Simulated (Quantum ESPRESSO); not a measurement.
Runs of Quantum ESPRESSO 7.5 on CdGeAs2. It takes space group I-42d (No. 122, tetragonal). The conventional cell has a = 5.978 Å, b = 5.978 Å, c = 11.329 Å, α = 90.00°, β = 90.00°, γ = 90.00°. Cd (site symmetry -4) has 4 As at 2.65 Å as nearest neighbours. As (site symmetry 2) is surrounded by 2 Ge at 2.45 Å and 2 Cd at 2.65 Å. Around Ge (site symmetry -4) lie 4 As at 2.45 Å. The cell is a database's computed one.

```tsv
task	level	potentials or basis	k mesh	cutoff (eV)	form of the LDA correlation	gap on the mesh (eV)	pressure (GPa)	V0 of scaled cells (Å³/atom)	B0 (GPa)	largest force (eV/Å)
single point	PBEsol	GBRV 1.5 PBEsol	6 × 6 × 6	612	-	0.19	-0.5	-	-	0.17
band structure	PBEsol	GBRV 1.5 PBEsol	6 × 6 × 6	612	-	0.19	-0.5	-	-	0.17
equation of state	PBE	SSSP 1.3 efficiency PBE	6 × 6 × 6	816	-	-	-	26.33	53	-
equation of state	LDA	GBRV 1.5 LDA	5 × 5 × 5	612	PZ81	-	-	24.39	(a)	-
```

Alike in all rows: no spin polarisation; cell as given; smearing fermi-dirac 0.05 eV.

Task: Fill in the values left out.

Result: (a) 66.

Caveats: the cell was scaled at fixed shape and fractional positions, which overstates the stiffness of a crystal with free parameters, most of all of layers and chains (some runs); the mesh misses the band edges, which the band path finds closer together (some runs).

A k mesh can miss the band edges, and the runs leave out spin-orbit coupling on As, Cd, Ge.
